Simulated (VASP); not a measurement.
# SnSe2: phonons with LDA

The system is SnSe2.

```xyz
3
Lattice="3.8051 0.0000 0.0000 -1.9025 3.2953 0.0000 0.0000 0.0000 5.8906" Properties=species:S:1:pos:R:3 pbc="T T T"
Sn    0.0000    0.0000    0.0000
Se    0.0000    2.1969    1.5777
Se    1.9025    1.0984    4.3129
```

```
Program                : VASP 6.6.1
Task                   : phonons
Functional             : LDA
Potentials or basis    : VASP PAW LDA potentials, release 64 (Sn_d, Se)
Cutoff                 : 600 eV
k mesh                 : 9 × 9 × 5
Occupations            : gaussian, width 0.03 eV
Spin                   : no spin polarisation
By perturbation theory : no
Further INCAR settings : ALGO = Normal; EDIFF = 1e-08; IBRION = 6; POTIM = 0.015; NSW = 1
```

```yaml
Highest_phonon_frequency_at_Γ_LO-TO_splitting_left_out: 242 cm⁻¹
```

Phonon frequencies in cm⁻¹ (negative: imaginary):
```tsv
q point	frequencies
(0.000, 0.000, 0.000)	0 0 0 127 127 145 145 181 242
```

Wall time 4.5 min on 2 MPI ranks on AMD EPYC 9R14 (Zen 4), on a shared host, peak memory 0.55 GiB a rank.
